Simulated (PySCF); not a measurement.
# SnSe (Fm-3m) in PySCF: notebook

One crystal, SnSe, is run at these levels: PBE, PBEsol, r2SCAN; tasks: atomic charges.

All numbers are computed with PySCF 2.14.0; they aren't measurements. Logs are shortened: lines on timing, memory, paths and dates and some standing lists are left out, and cuts for length are marked.

### 1 Starting point

It takes space group Fm-3m (No. 225, cubic). Conventional cell: a = 6.020 Å, b = 6.020 Å, c = 6.020 Å, α = 90.00°, β = 90.00°, γ = 90.00°. Sn (site symmetry m-3m) has 6 Se at 3.01 Å as nearest neighbours. Se (site symmetry m-3m) has 6 Sn at 3.01 Å as nearest neighbours.

Measurements of this composition are mostly on another form, of space group No. 62.

### 2 Atomic charges, PBE

Contents of run.py:

```python
import json
import numpy as np
from pyscf.pbc import gto, scf, dft, df
from pyscf.pbc.tools import pyscf_ase
from ase.spacegroup import crystal

atoms = crystal(['Sn', 'Se'], [[0.0, 0.0, 0.0], [0.5, 0.0, 0.0]],
                spacegroup=225, setting=1, cellpar=[6.02, 6.02, 6.02, 90.0, 90.0, 90.0], primitive_cell=True)  # Fm-3m: Sn 4a, Se 4b
cell = pyscf_ase.cell_from_ase(atoms)
cell.basis = {'Se': 'DZVP-MOLOPT-HYB-GTH-q6', 'Sn': 'DZVP-MOLOPT-HYB-GTH-q4'}
cell.pseudo = {'Se': 'GTH-HYB-q6', 'Sn': 'GTH-HYB-q4'}
cell.ke_cutoff = 50  # hartree
cell.exp_to_discard = 0.02
cell.precision = 1e-08
cell.max_memory = 5040  # MB
cell.verbose = 4
cell.build()

res = {}
kpts = cell.make_kpts([2, 2, 2])
mf = dft.KRKS(cell, kpts, xc='pbe')
mf = mf.density_fit()
mf.with_df._cderi = 'cderi.h5'  # three-centre integrals saved by an earlier run on this cell, basis and mesh
mf.grids = dft.gen_grid.UniformGrids(cell)
mf.conv_tol = 1e-07
mf.max_cycle = 60

mf.kernel()
res.update(converged=bool(mf.converged), e_tot=mf.e_tot, nelec=cell.nelectron, nao=cell.nao, mesh=list(map(int, cell.mesh)), a=cell.lattice_vectors().tolist(), coords=cell.atom_coords().tolist(),
           mo_energy=[np.real(x).tolist() for x in mf.mo_energy], mo_occ=[np.real(x).tolist() for x in mf.mo_occ])
res.update(kpts=cell.get_scaled_kpts(kpts).tolist())
res['parts'] = {k: float(np.real(v)) for k, v in mf.scf_summary.items() if np.isscalar(v)}
json.dump(res, open('results.json', 'w'))
if not mf.converged:
    raise SystemExit('SCF not converged')

print('levels (eV)')
for i, kp in enumerate(res['kpts'][:40]):
    print('k %7.4f %7.4f %7.4f  ' % tuple(kp), ' '.join('%.3f' % (x * 27.211386) for x in res['mo_energy'][i][:10]))

# Mulliken populations
dm, s = np.asarray(mf.make_rdm1()), np.asarray(mf.get_ovlp())
sites = cell.aoslice_by_atom()[:, 2:]
tot = np.einsum('kij,kji->i', dm, s).real / len(kpts)
res['mulliken'] = [cell.atom_charge(i) - tot[a0:a1].sum() for i, (a0, a1) in enumerate(sites)]
print('Mulliken charges', np.round(res['mulliken'], 5))
res['meta_lowdin'] = mf.mulliken_meta()[1].tolist()
res['done'] = True
json.dump(res, open('results.json', 'w'))
```

Potentials or basis: DZVP-MOLOPT-HYB/GTH-HYB (UZH) (potentials made for PBE0).

Run with:

```bash
$ OMP_NUM_THREADS=4 python -u run.py > log
```

Standard output:

```text
Discarded 0 diffused primitive functions, 0 contracted functions

PySCF version 2.14.0

[INPUT] verbose = 4
[INPUT] num. atoms = 2
[INPUT] num. electrons = 10
[INPUT] charge = 0
[INPUT] spin (= nelec alpha-beta = 2S) = 0
[INPUT] symmetry False subgroup None
[INPUT] Mole.unit = angstrom
[INPUT] Symbol           X                Y                Z      unit          X                Y                Z       unit  Magmom
[INPUT]  1 Sn     0.000000000000   0.000000000000   0.000000000000 AA    0.000000000000   0.000000000000   0.000000000000 Bohr   0.0
[INPUT]  2 Se     3.010000000000   3.010000000000   3.010000000000 AA    5.688075634941   5.688075634941   5.688075634941 Bohr   0.0

nuclear repulsion = -12.7776081483847
number of shells = 6
number of NR pGTOs = 72
number of NR cGTOs = 26
basis = {'Se': 'DZVP-MOLOPT-HYB-GTH-q6', 'Sn': 'DZVP-MOLOPT-HYB-GTH-q4'}
ecp = {}
lattice vectors  a1 [0.000000000, 5.688075635, 5.688075635]
                 a2 [5.688075635, 0.000000000, 5.688075635]
                 a3 [5.688075635, 5.688075635, 0.000000000]
dimension = 3
low_dim_ft_type = None
Cell volume = 368.066
exp_to_discard = 0.02
rcut = 31.876220693221004 (nimgs = [5 5 5])
precision = 1e-08
pseudo = {'Se': 'GTH-HYB-q6', 'Sn': 'GTH-HYB-q4'}
ke_cutoff = 50
    = [27 27 27] mesh (19683 PWs)

******** <class 'pyscf.pbc.dft.krks.KRKS'> ********
method = KRKS
initial guess = minao
damping factor = 0
level_shift factor = 0
DIIS = <class 'pyscf.scf.diis.CDIIS'>
diis_start_cycle = 1
diis_space = 8
diis_damp = 0
SCF conv_tol = 1e-07
SCF conv_tol_grad = None
SCF max_cycles = 60
direct_scf = True
direct_scf_tol = 1e-13

******** PBC SCF flags ********
N kpts = 8
Exchange divergence treatment (exxdiv) = ewald
    madelung (= occupied orbital energy shift) = 0.20151200372362071
    Total energy shift due to Ewald probe charge = -1/2 * Nelec*madelung = -1.00756001862
DF object = <pyscf.pbc.df.df.GDF object>
XC functionals = pbe
small_rho_cutoff = 0
Uniform grid, mesh = [27 27 27]
Set gradient conv threshold to 0.000316228

******** <class 'pyscf.pbc.df.rsdf_builder._RSNucBuilder'> ********
mesh = [13 13 13] (2197 PWs)
ke_cutoff = 10.98174919494726
omega = 0.41966392838713656
exclude_d_aux = False
exclude_dd_block = True
j2c_eig_always = False
has_long_range = True
nelec by numeric integration = 9.999999999999956
init E= -11.9253933935165
  HOMO = 0.233733554492  LUMO = 0.246010433933  gap/eV = 0.33407
nelec by numeric integration = 9.999999999999993
cycle= 1 E= -12.8191790307286  delta_E= -0.894  |g|=  1.4  |ddm|= 11.1
  HOMO = 0.200960075207  LUMO = 0.215085541268  gap/eV = 0.38437
nelec by numeric integration = 9.999999999999952
cycle= 2 E= -12.7561899225431  delta_E= 0.063  |g|= 1.63  |ddm|= 10.7
  HOMO = 0.220294691411  LUMO = 0.24453678021  gap/eV = 0.65966
nelec by numeric integration = 9.999999999999984
cycle= 3 E= -12.9522956713642  delta_E= -0.196  |g|= 0.0628  |ddm|= 10.3
  HOMO = 0.212364013544  LUMO = 0.236483966483  gap/eV = 0.65634
nelec by numeric integration = 9.999999999999986
cycle= 4 E= -12.9524607689999  delta_E= -0.000165  |g|= 0.0193  |ddm|= 0.161
  HOMO = 0.212313942651  LUMO = 0.236139041092  gap/eV = 0.64831
nelec by numeric integration = 9.999999999999986
cycle= 5 E= -12.9524845886455  delta_E= -2.38e-05  |g|= 0.00129  |ddm|= 0.0415
  HOMO = 0.21228686417  LUMO = 0.236106235394  gap/eV = 0.64816
nelec by numeric integration = 9.999999999999986
cycle= 6 E= -12.9524844921768  delta_E= 9.65e-08  |g|= 0.00169  |ddm|= 0.0255
  HOMO = 0.212284661482  LUMO = 0.236103818793  gap/eV = 0.64815
nelec by numeric integration = 9.999999999999986
cycle= 7 E= -12.9524847123486  delta_E= -2.2e-07  |g|= 5.77e-06  |ddm|= 0.0148
  HOMO = 0.212284733404  LUMO = 0.236103926595  gap/eV = 0.64815
nelec by numeric integration = 9.999999999999984
cycle= 8 E= -12.9524847123519  delta_E= -3.29e-12  |g|= 1.54e-06  |ddm|= 6.2e-05
  HOMO = 0.212284682149  LUMO = 0.236103983062  gap/eV = 0.64816
nelec by numeric integration = 9.999999999999986
Extra cycle  E= -12.952484712352  delta_E= -1.53e-13  |g|= 1.02e-06  |ddm|= 2.18e-05
converged SCF energy = -12.952484712352
levels (eV)
k  0.0000  0.0000  0.0000   -7.917 0.655 3.747 3.747 3.747 10.088 10.088 10.088 12.810 12.810
k  0.0000  0.0000  0.5000   -6.950 -2.305 3.948 3.948 5.777 6.425 6.981 6.981 15.610 18.807
k -0.0000  0.5000  0.0000   -6.950 -2.305 3.948 3.948 5.777 6.425 6.981 6.981 15.610 18.807
k  0.0000  0.5000  0.5000   -6.725 -0.337 0.362 2.244 2.244 9.748 11.181 11.181 11.864 16.538
k  0.5000 -0.0000 -0.0000   -6.950 -2.305 3.948 3.948 5.777 6.425 6.981 6.981 15.610 18.807
k  0.5000  0.0000  0.5000   -6.725 -0.337 0.362 2.244 2.244 9.748 11.181 11.181 11.864 16.538
k  0.5000  0.5000  0.0000   -6.725 -0.337 0.362 2.244 2.244 9.748 11.181 11.181 11.864 16.538
k  0.5000  0.5000  0.5000   -6.950 -2.305 3.948 3.948 5.777 6.425 6.981 6.981 15.610 18.807
Mulliken charges [ 0.29818 -0.29818]
 ** Mulliken pop on meta-lowdin orthogonal AOs **
 ** Mulliken pop  **
pop of  0 Sn 5s           1.94264
pop of  0 Sn 6s           0.00982
pop of  0 Sn 5px          0.46838
pop of  0 Sn 5py          0.46838
pop of  0 Sn 5pz          0.46838
pop of  0 Sn 6px          0.37406
pop of  0 Sn 6py          0.37406
pop of  0 Sn 6pz          0.37406
pop of  0 Sn 5dxy         0.09325
pop of  0 Sn 5dyz         0.02347
pop of  0 Sn 5dz^2        0.09325
pop of  0 Sn 5dxz         0.02347
pop of  0 Sn 5dx2-y2      0.02347
pop of  1 Se 4s           1.87027
pop of  1 Se 5s           0.02467
pop of  1 Se 4px          0.89172
pop of  1 Se 4py          0.89172
pop of  1 Se 4pz          0.89172
pop of  1 Se 5px          0.22305
pop of  1 Se 5py          0.22305
pop of  1 Se 5pz          0.22305
pop of  1 Se 4dxy         0.00694
pop of  1 Se 4dyz         0.00694
pop of  1 Se 4dz^2        0.00163
pop of  1 Se 4dxz         0.00694
pop of  1 Se 4dx2-y2      0.00163
 ** Mulliken atomic charges  **
charge of    0Sn =     -0.73667
charge of    1Se =      0.73667
```

It took 7.1 s on 4 threads of Intel Xeon Platinum 8375C at 2.90GHz (Ice Lake), shared host; peak memory 0.42 GiB.

What came out:

* Free energy: -352.4551 eV
* Band gap on the k mesh: 0.65 eV, direct
* Meta-löwdin charges: Sn -0.74; Se +0.74 e

Levels at points of the mesh, in eV from the valence-band top:
```
           k point  band 1  band 2  band 3  band 4  band 5  band 6  band 7  band 8  band 9  band 10
(0.00, 0.00, 0.00)  -13.69   -5.12   -2.03   -2.03   -2.03    4.31    4.31    4.31    7.03     7.03
(0.00, 0.00, 0.50)  -12.73   -8.08   -1.83   -1.83    0.00    0.65    1.20    1.20    9.83    13.03
(0.00, 0.50, 0.00)  -12.73   -8.08   -1.83   -1.83    0.00    0.65    1.20    1.20    9.83    13.03
(0.00, 0.50, 0.50)  -12.50   -6.11   -5.41   -3.53   -3.53    3.97    5.40    5.40    6.09    10.76
(0.50, 0.00, 0.00)  -12.73   -8.08   -1.83   -1.83    0.00    0.65    1.20    1.20    9.83    13.03
(0.50, 0.00, 0.50)  -12.50   -6.11   -5.41   -3.53   -3.53    3.97    5.40    5.40    6.09    10.76
(0.50, 0.50, 0.00)  -12.50   -6.11   -5.41   -3.53   -3.53    3.97    5.40    5.40    6.09    10.76
(0.50, 0.50, 0.50)  -12.73   -8.08   -1.83   -1.83    0.00    0.65    1.20    1.20    9.83    13.03
```

Caveat: the k mesh is coarse (spacing up to 0.90 Å⁻¹), so the values aren't converged; population charges move with the basis; spin-orbit coupling is left out, which moves the levels of the heavy elements; the basis of atomic orbitals isn't converged, which shifts pressures, moduli and gaps. A k mesh can miss the band edges.

### 3 Atomic charges, PBEsol

run.py: that of step 2 with these lines changed.

```diff
@@ -20,3 +20,3 @@
 kpts = cell.make_kpts([2, 2, 2])
-mf = dft.KRKS(cell, kpts, xc='pbe')
+mf = dft.KRKS(cell, kpts, xc='pbesol')
 mf = mf.density_fit()
```

Potentials or basis: DZVP-MOLOPT-HYB/GTH-HYB (UZH) (potentials made for PBE0).

Run with:

```bash
$ OMP_NUM_THREADS=4 python -u run.py > log
```

Run time: 7.2 s. Hardware: 4 threads of Intel Xeon Platinum 8375C at 2.90GHz (Ice Lake), shared host; peak memory 0.42 GiB.

It converged, with:

```yaml
Free_energy: -351.7452 eV
Band_gap_on_the_k_mesh: 0.74 eV, direct
Meta-löwdin_charges: Sn -0.75; Se +0.75 e
```

Levels at points of the mesh, in eV from the valence-band top:
```
           k point  band 3  band 4  band 5  band 6  band 7  band 8
(0.00, 0.00, 0.00)   -1.96   -1.96   -1.96    4.40    4.40    4.40
(0.00, 0.00, 0.50)   -1.77   -1.77    0.00    0.74    1.26    1.26
(0.00, 0.50, 0.00)   -1.77   -1.77    0.00    0.74    1.26    1.26
(0.00, 0.50, 0.50)   -5.41   -3.49   -3.49    3.92    5.52    5.52
(0.50, 0.00, 0.00)   -1.77   -1.77    0.00    0.74    1.26    1.26
(0.50, 0.00, 0.50)   -5.41   -3.49   -3.49    3.92    5.52    5.52
(0.50, 0.50, 0.00)   -5.41   -3.49   -3.49    3.92    5.52    5.52
(0.50, 0.50, 0.50)   -1.77   -1.77    0.00    0.74    1.26    1.26
```

Caveat: the k mesh is coarse (spacing up to 0.90 Å⁻¹), so the values aren't converged; population charges move with the basis; spin-orbit coupling is left out, which moves the levels of the heavy elements; the basis of atomic orbitals isn't converged, which shifts pressures, moduli and gaps. A k mesh can miss the band edges.

### 4 Atomic charges, r2SCAN

run.py: that of step 3 with these lines changed.

```diff
@@ -20,3 +20,3 @@
 kpts = cell.make_kpts([2, 2, 2])
-mf = dft.KRKS(cell, kpts, xc='pbesol')
+mf = dft.KRKS(cell, kpts, xc='r2scan')
 mf = mf.density_fit()
```

Run with:

```bash
$ OMP_NUM_THREADS=4 python -u run.py > log
```

It took 8 s on 4 threads of Intel Xeon Platinum 8375C at 2.90GHz (Ice Lake), shared host; peak memory 0.42 GiB.

The run converged. Its results:

```yaml
Free_energy: -352.2827 eV
Band_gap_on_the_k_mesh: 0.61 eV, direct
Meta-löwdin_charges: Sn -0.72; Se +0.72 e
```

Levels at points of the mesh, in eV from the valence-band top:
```csv
k point,band 1,band 2,band 3,band 4,band 5,band 6,band 7,band 8,band 9
"(0.00, 0.00, 0.00)",-14.62,-5.41,-2.40,-2.40,-2.40,4.44,4.44,4.44,7.30
"(0.00, 0.00, 0.50)",-13.60,-8.66,-2.18,-2.18,0.00,0.61,1.12,1.12,10.40
"(0.00, 0.50, 0.00)",-13.60,-8.66,-2.18,-2.18,0.00,0.61,1.12,1.12,10.40
"(0.00, 0.50, 0.50)",-13.36,-6.54,-5.86,-3.95,-3.95,4.15,5.61,5.61,6.36
"(0.50, 0.00, 0.00)",-13.60,-8.66,-2.18,-2.18,0.00,0.61,1.12,1.12,10.40
"(0.50, 0.00, 0.50)",-13.36,-6.54,-5.86,-3.95,-3.95,4.15,5.61,5.61,6.36
"(0.50, 0.50, 0.00)",-13.36,-6.54,-5.86,-3.95,-3.95,4.15,5.61,5.61,6.36
"(0.50, 0.50, 0.50)",-13.60,-8.66,-2.18,-2.18,0.00,0.61,1.12,1.12,10.40
```

Caveat: the k mesh is coarse (spacing up to 0.90 Å⁻¹), so the values aren't converged; population charges move with the basis; spin-orbit coupling is left out, which moves the levels of the heavy elements; the basis of atomic orbitals isn't converged, which shifts pressures, moduli and gaps.

### 5 Summary

```tsv
level	gap on the mesh (eV)
PBE	0.65
PBEsol	0.74
r2SCAN	0.61
```

Alike in all rows: task atomic charges; potentials or basis DZVP-MOLOPT-HYB/GTH-HYB (UZH) (potentials made for PBE0); no spin polarisation; cell as given; k mesh 2 × 2 × 2; smearing fixed; the mesh is coarse, so values aren't converged.

Caveats: all runs use coarse meshes; spin-orbit coupling is left out, which moves the levels of the heavy elements; the basis of atomic orbitals isn't converged, which shifts pressures, moduli and gaps.

Total energies depend on the potentials used, so only differences within one code and one set of settings carry meaning.
